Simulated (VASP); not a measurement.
# Si (P6_3/mmc) in VASP: notebook

One crystal, Si, is run at these levels: PBE; tasks: single point.

Everything below comes from runs of VASP 6.6.1. Logs are shortened: lines on timing, memory, paths and dates and some standing lists are left out, and cuts for length are marked.

## (1) Starting point

Symmetry: P6_3/mmc, No. 194, hexagonal system. Conventional cell: a = 3.831 Å, b = 3.831 Å, c = 6.333 Å, α = 90.00°, β = 90.00°, γ = 120.00°. Around Si (site symmetry 3m) lie 4 Si at 2.35 to 2.37 Å.

This isn't the form of Si at room conditions, which is diamond.

## (2) Single point, PBE

The input, INCAR:

```
ADDGRID  = False        
ALGO     = Normal         # electronic algorithm
EDIFF    = 1E-6           # SCF threshold, eV
ENCUT    = 400            # plane-wave cutoff, eV
GGA      = PE             # functional
ISIF     = 2              # what is computed and relaxed
ISMEAR   = 0              # smearing method
LASPH    = True           # aspherical terms in the spheres
LCHARG   = False          # write CHGCAR
LREAL    = False          # projectors in reciprocal space
LWAVE    = False          # write WAVECAR
NBANDS   = 16             # bands
NELM     = 100            # most SCF steps
PREC     = Accurate       # precision mode
SIGMA    = 0.05           # smearing width, eV
```

The input, KPOINTS:

```
k-points
0
Gamma
  2 2 1
```

The input, POSCAR:

```
Si
1.0
    3.8313174605      0.0000000000      0.0000000000
   -1.9156587303      3.3180182508      0.0000000000
    0.0000000000      0.0000000000      6.3326220002
Si
4
Direct
    0.6666666667      0.3333333333      0.9369905000
    0.3333333333      0.6666666667      0.4369905000
    0.6666666667      0.3333333333      0.5630095000
    0.3333333333      0.6666666667      0.0630095000
```

Potentials or basis: VASP PAW PBE potentials, release 64 (Si).

The run is started by

```sh
$ cat potpaw_PBE.64/Si/POTCAR > POTCAR
$ mpirun -np 1 vasp_std > vasp.out
```

OUTCAR:

```text
EDIFF = 1E-6
   ENCUT = 400
   GGA = PE
   ISIF = 2
   ISMEAR = 0
   LASPH = True
   LREAL = False
   NELM = 100
   PREC = Accurate

 Found      2 irreducible k-points:

 Following reciprocal coordinates:
            Coordinates               Weight
  0.000000  0.000000  0.000000      1.000000
  0.500000  0.000000  0.000000      3.000000
   k-points           NKPTS =      2   k-points in BZ     NKDIM =      2   number of bands    NBANDS=     16
   number of dos      NEDOS =    301   number of ions     NIONS =      4
   total plane-waves  NPLWV =  32928
   dimension x,y,z NGX =    28 NGY =   28 NGZ =   42
   dimension x,y,z NGXF=    56 NGYF=   56 NGZF=   84
   ions per type =               4
   NGX,Y,Z   is equivalent  to a cutoff of  12.15, 12.15, 11.03 a.u.
   NGXF,Y,Z  is equivalent  to a cutoff of  24.30, 24.30, 22.05 a.u.
 SYSTEM =  unknown system
   PREC   = accura    normal or accurate (medium, high low for compatibility)
   ISTART =      0    job   : 0-new  1-cont  2-samecut
   ICHARG =      2    charge: 1-file 2-atom 10-const
   ISPIN  =      1    spin polarized calculation?
   LNONCOLLINEAR =      F non collinear calculations
   LSORBIT =      F    spin-orbit coupling
   LASPH  =      T    aspherical Exc in radial PAW
   ENCUT  =  400.0 eV  29.40 Ry    5.42 a.u.   6.25  6.25 10.33*2*pi/ulx,y,z
   NELM   =    100;   NELMIN=  2; NELMDL= -5     # of ELM steps
   EDIFF  = 0.1E-05   stopping-criterion for ELM
   LREAL  =      F    real-space projection
   EDIFFG = 0.1E-04   stopping-criterion for IOM
   NSW    =      0    number of steps for IOM
   IBRION =     -1    ionic relax: 0-MD 1-quasi-New 2-CG
   NFREE  =      0    steps in history (QN), initial steepest desc. (CG)
   ISIF   =      2    stress and relaxation
   ISYM   =      2    0-nonsym 1-usesym 2-fastsym
   POTIM  = 0.5000    time-step for ionic-motion
   TEBEG  =    0.0;   TEEND  =   0.0 temperature during run
   PSTRESS=    0.0 pullay stress
   NELECT =      16.0000    total number of electrons
   NUPDOWN=      -1.0000    fix difference up-down
   EMIN   =  10.00;   EMAX   =-10.00  energy-range for DOS
   EFERMI =   0.00;   METHOD = LEGACY
   ISMEAR =     0;   SIGMA  =   0.05  broadening in eV -4-tet -1-fermi 0-gaus
   EFERMI_NEDOS =   21; number of points for ismear=-14 and -15
   IALGO  =     38    algorithm
   IMIX   =      4    mixing-type and parameters
     AMIX     =   0.40;   BMIX     =  1.00
     AMIX_MAG =   1.60;   BMIX_MAG =  1.00
  volume/ion in A,a.u.               =      20.13       135.81
  Fermi-wavevector in a.u.,A,eV,Ry     =   0.955384  1.805414 12.418837  0.912759
  Thomas-Fermi vector in A             =   2.084217
   LORBIT       =      0    0 simple, 1 ext, 2 COOP (PROOUT), +10 PAW based schemes
   GGA     = PE    functional components
   LHFCALC =     F    Hartree Fock is set to
   AEXX    =    0.0000 exact exchange contribution
   IVDW    =     0    specifies the selected vdW correction
   LEPSILON=     F    determine dielectric tensor
   LRPA    =     F    only Hartree local field effects (RPA)
 non-spin polarized calculation
 Gauss-broadening in eV      SIGMA  =   0.05
  energy-cutoff  :      400.00
  volume of cell :       80.50
 maximum number of plane-waves:      1473
 NGX is ok and might be reduce to    28
   NGX = 13   NGY = 13   NGZ = 21

 number of electron      15.9999999 magnetization

 Free energy of the ion-electron system (eV)
  ---------------------------------------------------
  ext. energy  EPLUGINS =         0.00000000
  ---------------------------------------------------
  free energy    TOTEN  =       -19.41972461 eV

  energy without entropy =      -19.41972431  energy(sigma->0) =      -19.41972446

 E-fermi :   6.3526     XC(G=0):  -9.3231

 val. band max:        6.1834153608   @ k =   0.0000   0.0000   0.0000
 cond. band min:       6.5247399768   @ k =   0.5000   0.0000   0.0000
 fundamental gap:      0.3413246161
 Fermi energy:         6.3526496657

 k-point     1 :       0.0000    0.0000    0.0000
  band No.  band energies     occupation
      1      -6.0602      2.00000
      2      -3.7460      2.00000
      3      -1.1269      2.00000
      4       4.6421      2.00000
      5       4.6421      2.00000
      6       5.7625      2.00000
[... 8 lines left out ...]
     15      10.2851      0.00000
     16      12.0117      0.00000

 k-point     2 :       0.5000    0.0000    0.0000
  band No.  band energies     occupation
      1      -3.8724      2.00000
      2      -2.3047      2.00000
      3      -1.4587      2.00000
      4       0.1898      2.00000
      5       1.4350      2.00000
      6       3.0879      2.00000
[... 8 lines left out ...]
     15      12.5512      0.00000
     16      14.2053      0.00000

------------------------ aborting loop because EDIFF is reached ----------------------------------------

  FORCE on cell =-STRESS in cart. coord.  units (eV):
  Direction    XX          YY          ZZ          XY          YZ          ZX
  --------------------------------------------------------------------------------------
  -------------------------------------------------------------------------------------
  Total        4.2109472      4.2109472     -2.4107639     -0.0000000      0.0000000      0.0000000
  in kB       83.8069246     83.8069246    -47.9793965     -0.0000000      0.0000000      0.0000000
  external PRESSURE =      39.8781509 kB  Pullay stress =       0.0000000 kB

 VOLUME and BASIS-vectors are now :
 -----------------------------------------------------------------------------
  energy-cutoff  :      400.00
  volume of cell :       80.50
      direct lattice vectors                 reciprocal lattice vectors
     3.831317461  0.000000000  0.000000000     0.261006823  0.150692360  0.000000000
    -1.915658730  3.318018251  0.000000000     0.000000000  0.301384720  0.000000000
     0.000000000  0.000000000  6.332622000     0.000000000  0.000000000  0.157912473

 POSITION                                       TOTAL-FORCE (eV/Angst)
 -----------------------------------------------------------------------------------
      1.91566      1.10601      5.93361         0.000000     -0.000000      0.580113
     -0.00000      2.21201      2.76730        -0.000000     -0.000000      0.580113
      1.91566      1.10601      3.56533         0.000000      0.000000     -0.580113
     -0.00000      2.21201      0.39902        -0.000000     -0.000000     -0.580113
 -----------------------------------------------------------------------------------
    total drift:                                0.000000     -0.000000      0.000000

  FREE ENERGIE OF THE ION-ELECTRON SYSTEM (eV)
  ---------------------------------------------------
  free  energy   TOTEN  =       -19.4197246059 eV

  energy  without entropy=      -19.4197243050  energy(sigma->0) =      -19.41972446
```

Run time: 3 s. Hardware: 1 thread of Intel Xeon Platinum 8488C (Sapphire Rapids), shared host; peak memory 0.15 GiB.

The run converged, but some of its settings lie outside the range that counts as converged, so its numbers aren't taken as properties of the crystal.

Results:

```
Free energy            : -19.4197 eV
Pressure               : 4.0 GPa
Largest force          : 0.580 eV/Å
Band gap on the k mesh : 0.34 eV, indirect (least direct gap 0.96 eV)
```

Caveat: the k mesh is coarse (spacing up to 0.99 Å⁻¹), so the values aren't converged; an odd mesh through Γ misses points on the zone boundary, where band edges often lie.

## (3) Single point, PBE

INCAR is that of step 2.

KPOINTS is that of step 2.

The input, POSCAR:

```
Si
1.0
    3.8313174605      0.0000000000      0.0000000000
   -1.9156587303      3.3180182508      0.0000000000
    0.0000000000      0.0000000000      6.3326220002
Si
4
Direct
    0.6655130000      0.3227030000      0.9380340000
    0.3547120000      0.6831860000      0.4293900000
    0.6599490000      0.3251260000      0.5656880000
    0.3139780000      0.6447660000      0.0617650000
```

Potentials or basis: VASP PAW PBE potentials, release 64 (Si).

The run is started by

```sh
$ cat potpaw_PBE.64/Si/POTCAR > POTCAR
$ mpirun -np 1 vasp_std > vasp.out
```

Wall time 4.6 s (1 thread of Intel Xeon Platinum 8488C (Sapphire Rapids), shared host); peak memory 0.16 GiB.

These settings aren't checked as converged: the numbers below hold their error.

What came out:

| Item | Value |
| --- | --- |
| Free energy | -19.2745 eV |
| Pressure | 4.0 GPa |
| Largest force | 1.609 eV/Å |
| Band gap on the k mesh | 0.08 eV, indirect (least direct gap 0.74 eV) |

Caveat: the k mesh is coarse (spacing up to 0.99 Å⁻¹), so the values aren't converged; an odd mesh through Γ misses points on the zone boundary, where band edges often lie.

## (4) The reference run

An earlier run on the cell as given: functional PBE; potentials or basis VASP PAW PBE potentials, release 64 (Si); cutoff 520 eV; k mesh 8 × 8 × 4; occupations fermi-dirac, width 0.05 eV; no spin polarisation.

- Pressure: 1.4 GPa
- Largest force: 0.008 eV/Å
- Band gap on the k mesh: 0.42 eV, indirect (least direct gap 1.03 eV)
